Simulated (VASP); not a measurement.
# Tm (Im-3m) in VASP: settings compared, part 2 of 3

VASP 6.6.1. The steps go on from the part before.

### Step 3. Optical spectrum, PBEsol+rVV10, non-collinear spin, zero start (volume scaled by 1.04)

File INCAR:

```
SYSTEM = Tm
PREC = Accurate ; ENCUT = 520
EDIFF = 1E-6 ; ISMEAR = 0
SIGMA = 0.01 ; LREAL = .False.
LASPH = .True. ; NELM = 100
ALGO = Normal ; ISIF = 2
LWAVE = .False. ; LCHARG = .False.
LNONCOLLINEAR = .True. ; MAGMOM = 0 0 0
LORBIT = 11 ; LMAXMIX = 6
GGA = PS ; LUSE_VDW = .True.
IVDW_NL = 2 ; BPARAM = 20.0
CPARAM = 0.0093 ; LOPTICS = .True.
NBANDS = 71 ; NEDOS = 2000
CSHIFT = 0.1
```

File KPOINTS:

```
regular mesh
0
Gamma
  7 7 7
  0 0 0
```

File POSCAR:

```
Tm
1.0
   -1.9964812098      1.9964812098      1.9964812098
    1.9964812098     -1.9964812098      1.9964812098
    1.9964812098      1.9964812098     -1.9964812098
Tm
1
Direct
    0.0000000000      0.0000000000      0.0000000000
```

Potentials or basis: VASP PAW PBE potentials, release 64 (Tm).

On the command line:

```console
$ cat potpaw_PBE.64/Tm/POTCAR > POTCAR
$ mpirun -np 1 vasp_ncl > vasp.out
```

OUTCAR:

```text
SYSTEM = Tm
   PREC = Accurate
   ENCUT = 520
   EDIFF = 1E-6
   ISMEAR = 0
   LREAL = .False.
   LASPH = .True.
   NELM = 100
   ISIF = 2
   LNONCOLLINEAR = .True.
   LORBIT = 11
   GGA = PS
   IVDW_NL = 2
   BPARAM = 20.0

 ion  position               nearest neighbor table
   1  0.000  0.000  0.000-

  LATTYP: Found a body centered cubic cell.
 ALAT       =     3.9929624196

  Lattice vectors:

 A1 = (  -1.9964812098,   1.9964812098,   1.9964812098)
 A2 = (   1.9964812098,  -1.9964812098,   1.9964812098)
 A3 = (   1.9964812098,   1.9964812098,  -1.9964812098)

Analysis of symmetry for initial positions (statically):
=====================================================================
 Subroutine PRICEL returns:
 Original cell was already a primitive cell.

 Routine SETGRP: Setting up the symmetry group for a
 body centered cubic supercell.

 Subroutine GETGRP returns: Found 48 space group operations
 (whereof 48 operations were pure point group operations)
 out of a pool of 48 trial point group operations.

The static configuration has the point symmetry O_h .

Analysis of symmetry for dynamics (positions and initial velocities):
=====================================================================
 Subroutine PRICEL returns:
 Original cell was already a primitive cell.

 Routine SETGRP: Setting up the symmetry group for a
 body centered cubic supercell.

 Subroutine GETGRP returns: Found 48 space group operations
[... 295 lines left out ...]
 magnetization (y)

# of ion       s       p       d       f       tot
--------------------------------------------------
    1        0.000  -0.000   0.000  -0.000  -0.000

 magnetization (z)
[... 19 lines left out ...]
 Free energy of the ion-electron system (eV)
  ---------------------------------------------------
  ext. energy  EPLUGINS =         0.00000000
  ---------------------------------------------------
  free energy    TOTEN  =        -3.74839967 eV

  energy without entropy =       -3.74608447  energy(sigma->0) =       -3.74724207

------------------------ aborting loop because EDIFF is reached ----------------------------------------

  frequency dependent      REAL DIELECTRIC FUNCTION (independent particle, no local field effects) density-density
     E(ev)        X           Y           Z          XY          YZ          ZX
  --------------------------------------------------------------------------------------------------------------
     0.00000   185.84909   185.84909   185.84909     0.00000    -0.00000    -0.00000
     1.08228    -4.23393    -4.23393    -4.23393    -0.00000     0.00000    -0.00000
     2.16455     0.89509     0.89509     0.89509     0.00000     0.00000    -0.00000
     3.24683    -7.04634    -7.04634    -7.04634    -0.00000     0.00000     0.00000
     4.32911    -2.62107    -2.62107    -2.62107     0.00000     0.00000     0.00000
     5.41138    -0.32957    -0.32957    -0.32957     0.00000     0.00000    -0.00000
[... 92 lines left out ...]
   106.06308     0.95419     0.95419     0.95419     0.00000     0.00000    -0.00000
   107.14536     0.95518     0.95518     0.95518     0.00000     0.00000    -0.00000

  frequency dependent IMAGINARY DIELECTRIC FUNCTION (independent particle, no local field effects) current-current
     E(ev)      X         Y         Z        XY        YZ        ZX
  --------------------------------------------------------------------------------------------------------------
     0.00000   420.67683   420.67683   420.67683     0.00000     0.00000    -0.00000
     1.08228    31.69088    31.69088    31.69088    -0.00000    -0.00000     0.00000
     2.16455    19.62570    19.62570    19.62570     0.00000     0.00000     0.00000
     3.24683     8.91123     8.91123     8.91123    -0.00000    -0.00000     0.00000
     4.32911     2.68999     2.68999     2.68999    -0.00000    -0.00000    -0.00000
     5.41138     1.96138     1.96138     1.96138    -0.00000     0.00000    -0.00000
[... 92 lines left out ...]
   106.06308     0.00001     0.00001     0.00001    -0.00000    -0.00000     0.00000
   107.14536     0.00001     0.00001     0.00001    -0.00000    -0.00000     0.00000

  frequency dependent      REAL DIELECTRIC FUNCTION (independent particle, no local field effects) current-current
     E(ev)        X           Y           Z          XY          YZ          ZX
  --------------------------------------------------------------------------------------------------------------
     0.00000    24.79853    24.79853    24.79853     0.00000     0.00000    -0.00000
     1.08228    -8.47339    -8.47339    -8.47339     0.00000    -0.00000     0.00000
     2.16455    -0.49824    -0.49824    -0.49824     0.00000     0.00000     0.00000
     3.24683    -7.41979    -7.41979    -7.41979    -0.00000    -0.00000    -0.00000
     4.32911    -2.65263    -2.65263    -2.65263    -0.00000     0.00000    -0.00000
     5.41138    -0.33916    -0.33916    -0.33916    -0.00000    -0.00000    -0.00000
[... 92 lines left out ...]
   106.06308     0.95437     0.95437     0.95437     0.00000    -0.00000     0.00000
   107.14536     0.95536     0.95536     0.95536     0.00000    -0.00000     0.00000

 total charge

# of ion       s       p       d       f       tot
--------------------------------------------------
    1        2.210   5.934   0.341  12.589  21.074

 magnetization (x)

# of ion       s       p       d       f       tot
--------------------------------------------------
    1        0.000  -0.000  -0.000   0.000   0.000

 magnetization (y)

# of ion       s       p       d       f       tot
--------------------------------------------------
    1       -0.000   0.000  -0.000   0.000  -0.000

 magnetization (z)

# of ion       s       p       d       f       tot
--------------------------------------------------
    1       -0.000   0.000  -0.000  -0.000  -0.000

=======================================================================
```

Run time: 4.8 min. Hardware: 1 thread of AMD EPYC 9R45 (Zen 5), shared host; peak memory 0.38 GiB.

Results:

```
Free energy                                           : -3.7484 eV
Pressure                                              : -1.2 GPa
Band gap on the k mesh                                : none (metal or under the smearing width)
Net moment                                            : 0.00 μB per cell
Valence electrons inside the program's atomic spheres : Tm 21.07
```

Levels at points of the mesh, in eV from the Fermi level:
```
           k point  band 20  band 21  band 22  band 23  band 24  band 25  band 26  band 27
(0.00, 0.00, 0.00)    -0.01    -0.01    -0.01     0.04     0.04     3.12     3.12     3.12
```

Dielectric function (mean over the directions given):
| energy (eV) | real part | imaginary part |
| --- | --- | --- |
| 0.27 | 46.04 | 58.00 |
| 0.76 | -4.35 | 60.13 |
| 1.24 | 3.05 | 33.70 |
| 1.79 | -11.01 | 17.96 |
| 2.27 | -7.96 | 26.24 |
| 2.76 | -3.12 | 3.52 |
| 3.30 | -6.18 | 7.47 |
| 3.79 | -2.78 | 6.36 |
| 4.28 | -2.37 | 2.66 |
| 4.82 | -0.70 | 3.62 |
| 5.30 | -0.90 | 2.10 |
| 5.79 | 0.34 | 2.82 |
| 6.33 | -1.26 | 4.15 |
| 6.82 | -2.02 | 1.53 |
| 7.31 | -0.49 | 1.15 |
| 7.85 | 0.28 | 1.55 |
| 8.33 | -0.02 | 1.37 |
| 8.82 | -0.66 | 1.34 |
| 9.36 | 0.13 | 0.90 |
| 9.85 | -0.31 | 2.03 |
| 10.34 | -0.38 | 0.54 |
| 10.88 | 0.24 | 0.43 |
| 11.36 | 0.25 | 1.02 |
| 11.85 | 0.07 | 0.53 |
| 12.39 | 0.35 | 0.28 |
| 12.88 | 0.55 | 0.33 |
| 13.37 | 0.55 | 0.38 |
| 13.91 | 0.57 | 0.25 |
| 14.39 | 0.71 | 0.11 |
| 14.88 | 0.87 | 0.14 |
| 15.42 | 1.06 | 0.19 |
| 15.91 | 1.03 | 0.22 |
| 16.40 | 0.96 | 0.22 |
| 16.94 | 1.05 | 0.15 |
| 17.42 | 1.10 | 0.22 |
| 17.91 | 1.18 | 0.12 |
| 18.45 | 1.16 | 0.12 |
| 18.94 | 1.31 | 0.10 |
| 19.43 | 1.35 | 0.21 |
| 19.97 | 1.42 | 0.14 |

Moments on the atoms (μB; x, y, z):
```
Tm  0.00 0.00 0.00
```

Caveat: the magnetic or orbital state may not be the lowest; spectra need much finer meshes, so this one isn't converged; independent-particle spectra lack excitons; the intraband (Drude) part of a metal's response may be missing; the PAW data sets were made with another functional, which shifts forces and pressure a little; spin-orbit coupling is left out, which moves the levels of the heavy elements; pairwise dispersion overbinds metals, which lowers pressure and volume.

### Step 4. Band structure, RPBE+D3+U, collinear spin, random start

File INCAR:

```
PREC     = Accurate       # precision mode
ENCUT    = 520            # plane-wave cutoff, eV
EDIFF    = 1E-6           # SCF threshold, eV
ISMEAR   = 1              # smearing method
SIGMA    = 0.2            # smearing width, eV
LREAL    = F              # projectors in reciprocal space
LASPH    = T              # aspherical terms in the spheres
NELM     = 150            # most SCF steps
ALGO     = Normal         # electronic algorithm
ISIF     = 2              # what is computed and relaxed
LWAVE    = F              # write WAVECAR
LCHARG   = F              # write CHGCAR
ISPIN    = 2              # spin polarisation
MAGMOM   = 1.05           # initial moments
LORBIT   = 11             # projections on sites
LMAXMIX  = 6              # l up to which the mixer works
LDAU     = T              # DFT+U
LDAUTYPE = 2            
LDAUL    = 3              # shell
LDAUU    = 4              # U, eV
LDAUJ    = 0            
LDAUPRINT= 1            
GGA      = RP             # functional
IVDW     = 11             # dispersion correction
NBANDS   = 22             # bands
```

File KPOINTS:

```
regular mesh
0
Gamma
  10 10 10
```

File POSCAR:

```
Tm
3.4131
   -0.577349022091      0.577349022091      0.577349022091
    0.577349022091     -0.577349022091      0.577349022091
    0.577349022091      0.577349022091     -0.577349022091
Tm
1
Direct
    0.0000000000      0.0000000000      0.0000000000
```

File KPOINTS_OPT:

```
path GHNGPH,PN
10
line-mode
reciprocal
 0.0000000000  0.0000000000  0.0000000000  G
 0.5000000000 -0.5000000000  0.5000000000  H

 0.5000000000 -0.5000000000  0.5000000000  H
 0.0000000000  0.0000000000  0.5000000000  N

 0.0000000000  0.0000000000  0.5000000000  N
 0.0000000000  0.0000000000  0.0000000000  G

 0.0000000000  0.0000000000  0.0000000000  G
 0.2500000000  0.2500000000  0.2500000000  P

 0.2500000000  0.2500000000  0.2500000000  P
 0.5000000000 -0.5000000000  0.5000000000  H

 0.2500000000  0.2500000000  0.2500000000  P
 0.0000000000  0.0000000000  0.5000000000  N
```

On the command line:

```console
$ cat potpaw_PBE.64/Tm/POTCAR > POTCAR
$ mpirun -np 1 vasp_std > vasp.out
```

Run time: 4.1 min. Hardware: 1 thread of AMD EPYC 9R45 (Zen 5), shared host; peak memory 0.22 GiB.

It converged, with:

```
Free energy                                           : -2.3038 eV
Pressure                                              : 4.3 GPa
Band gap along the path                               : none (metal or under the smearing width)
Net moment                                            : -1.19 μB per cell
Site moments                                          : Tm -1.30 μB
Valence electrons inside the program's atomic spheres : Tm 21.12
Dispersion energy per atom                            : -0.371 eV
```

Levels at the corners of the path, in eV from the Fermi level:
Spin up:
| point | band 8 | band 9 | band 10 | band 11 | band 12 | band 13 | band 14 | band 15 |
| --- | --- | --- | --- | --- | --- | --- | --- | --- |
| Γ | -2.18 | -2.18 | -0.12 | -0.12 | -0.12 | 2.92 | 2.92 | 2.92 |
| H | -2.28 | -1.15 | -1.15 | 0.11 | 0.11 | 0.11 | 6.17 | 6.17 |
| H | -2.28 | -1.15 | -1.15 | 0.11 | 0.11 | 0.11 | 6.17 | 6.17 |
| N | -2.19 | -1.99 | -0.05 | -0.04 | 0.05 | 1.01 | 1.10 | 4.97 |
| N | -2.19 | -1.99 | -0.05 | -0.04 | 0.05 | 1.01 | 1.10 | 4.97 |
| Γ | -2.18 | -2.18 | -0.12 | -0.12 | -0.12 | 2.92 | 2.92 | 2.92 |
| Γ | -2.18 | -2.18 | -0.12 | -0.12 | -0.12 | 2.92 | 2.92 | 2.92 |
| P | -2.25 | 0.04 | 0.04 | 0.04 | 0.33 | 0.33 | 0.33 | 5.08 |
| P | -2.25 | 0.04 | 0.04 | 0.04 | 0.33 | 0.33 | 0.33 | 5.08 |
| H | -2.28 | -1.15 | -1.15 | 0.11 | 0.11 | 0.11 | 6.17 | 6.17 |
| P | -2.25 | 0.04 | 0.04 | 0.04 | 0.33 | 0.33 | 0.33 | 5.08 |
| N | -2.19 | -1.99 | -0.05 | -0.04 | 0.05 | 1.01 | 1.10 | 4.97 |
Spin down:
```
point  band 8  band 9  band 10  band 11  band 12  band 13  band 14  band 15  band 16  band 17
    Γ   -3.53   -2.95    -2.91    -2.91    -2.91     2.90     2.90     2.90     5.11     5.11
    H   -3.13   -2.99    -2.99    -2.99    -0.99    -0.99     6.28     6.28     6.28     7.39
    H   -3.13   -2.99    -2.99    -2.99    -0.99    -0.99     6.28     6.28     6.28     7.39
    N   -3.07   -2.99    -2.95    -2.91    -1.86     1.05     1.14     4.96     5.99     8.13
    N   -3.07   -2.99    -2.95    -2.91    -1.86     1.05     1.14     4.96     5.99     8.13
    Γ   -3.53   -2.95    -2.91    -2.91    -2.91     2.90     2.90     2.90     5.11     5.11
    Γ   -3.53   -2.95    -2.91    -2.91    -2.91     2.90     2.90     2.90     5.11     5.11
    P   -3.08   -2.97    -2.97    -2.97     0.43     0.43     0.43     5.10     6.14     6.14
    P   -3.08   -2.97    -2.97    -2.97     0.43     0.43     0.43     5.10     6.14     6.14
    H   -3.13   -2.99    -2.99    -2.99    -0.99    -0.99     6.28     6.28     6.28     7.39
    P   -3.08   -2.97    -2.97    -2.97     0.43     0.43     0.43     5.10     6.14     6.14
    N   -3.07   -2.99    -2.95    -2.91    -1.86     1.05     1.14     4.96     5.99     8.13
```

Eigenvalues of the final occupation matrices:
| site | spin | trace | eigenvalues |
| --- | --- | --- | --- |
| site 1 f | 1 | 5.57 | 0.54 0.54 0.54 0.99 0.99 0.99 0.99 |
| site 1 f | 2 | 6.94 | 0.99 0.99 0.99 0.99 0.99 0.99 0.99 |

Caveat: the magnetic or orbital state may not be the lowest; the PAW data sets were made with another functional, which shifts forces and pressure a little; spin-orbit coupling is left out, which moves the levels of the heavy elements; pairwise dispersion overbinds metals, which lowers pressure and volume. The state reached can hang on the start; a lower one may exist.

(Part 2 of 3 ends here.)
